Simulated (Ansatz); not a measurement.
CuAu3:

```
CELL_PARAMETERS angstrom
3.98000 0.00000 0.00000
0.00000 3.98000 0.00000
0.00000 0.00000 3.98000
ATOMIC_POSITIONS crystal
Au 0.50000 0.50000 0.00000
Au 0.50000 0.00000 0.50000
Au 0.00000 0.50000 0.50000
Cu 0.00000 0.00000 0.00000
```

Base run:

```yaml
Program: Ansatz 0.2.0
Functional: PBEsol
Potentials_or_basis: all-electron PAW datasets made for the crystal
Cutoff: 260 eV (chosen from the basis error)
k_mesh: 7 × 7 × 7
Occupations: fermi-dirac, width 0.05 eV
Spin: no spin polarisation
```

Its results: pressure -1.0 GPa.

Question: The run is repeated on the same cell with these changes: potentials or basis from all-electron PAW datasets made for the crystal to all-electron LAPW, non-relativistic; cutoff from 260 eV (chosen from the basis error) to 244 eV (chosen from the basis error). What comes out?

Answer: Pressure 22.8 GPa.

Caveats: relativity is left out, which matters for the heavier elements (some runs).

The runs don't all hold the same shells in valence.
